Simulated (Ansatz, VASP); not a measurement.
## KCl in VASP and in Ansatz

File POSCAR:

```
KCl
1.0
    0.0000000000      3.1561000000      3.1561000000
    3.1561000000      0.0000000000      3.1561000000
    3.1561000000      3.1561000000      0.0000000000
K Cl
1 1
Direct
    0.0000000000      0.0000000000      0.0000000000
    0.5000000000      0.5000000000      0.5000000000
```

File INCAR.step1:

```
SYSTEM = KCl
PREC = Accurate
ENCUT = 520
ISMEAR = 0
SIGMA = 0.05
LREAL = .False.
LASPH = .True.
NELM = 100
NBANDS = 15
GGA = PE
ALGO = Normal
EDIFF = 1E-4
LWAVE = .True.
LCHARG = .False.
```

Contents of INCAR.step2:

```
SYSTEM = KCl
PREC = Accurate
ENCUT = 520
EDIFF = 1E-6
ISMEAR = 0
SIGMA = 0.05
LREAL = .False.
LASPH = .True.
NELM = 100
ALGO = Normal
ISIF = 2
LWAVE = .False.
LCHARG = .True.
METAGGA = R2SCAN
LMIXTAU = .True.
LELF = .True.
LVHAR = .True.
NBANDS = 15
ISTART = 1
```

File KPOINTS:

```
regular mesh
0
Gamma
  8 8 8
  0 0 0
```

Input for Ansatz:

```yaml
crystal:
  lattice:
    - [0.0, 3.1561, 3.1561]
    - [3.1561, 0.0, 3.1561]
    - [3.1561, 3.1561, 0.0]
  atoms:
    - { symbol: K, position: [0.0, 0.0, 0.0] }
    - { symbol: Cl, position: [0.5, 0.5, 0.5] }
basis:
  ecutwfc: 500
kpoints:
  mp_grid: { grid: [8, 8, 8] }
hamiltonian:
  xc: r2scan
scf:
  occupations: { method: gaussian, width: 0.05 }
output:
  forces: true
  stress: true
  eigenvalues: true
  write_density: true
  write_potential: true
  elf: true
  volumetric_format: npy
```

Alike in both runs: task single point; functional r2SCAN; k mesh 8 × 8 × 8; occupations gaussian, width 0.05 eV; no spin polarisation.

|  | VASP | Ansatz |
| --- | --- | --- |
| version | VASP 6.6.1 | Ansatz 0.2.0 |
| potentials or method | VASP PAW PBE potentials, release 64 (K_sv, Cl) | scalar-relativistic, plane waves, PAW |
| plane-wave cutoff (eV) | 520 | 500 |
| valence electrons in the cell | 16 | 16 |

|  | VASP | Ansatz | Ansatz less VASP |
| --- | --- | --- | --- |
| gap on the k mesh at the Fermi level (eV) | 5.80 | 5.79 | -0.004 |
| least direct gap on the mesh (eV) | 5.80 | 5.79 | -0.004 |
| pressure (GPa) | -0.2 | -0.2 | +0.03 |

The functional is the same, so the differences come from potentials, cutoffs and numerics.

Caveats: the PAW data sets were made with another functional, which shifts forces and pressure a little (VASP). A k mesh can miss the band edges. r2SCAN opens gaps a little over a GGA but as a rule still falls short of measured ones.
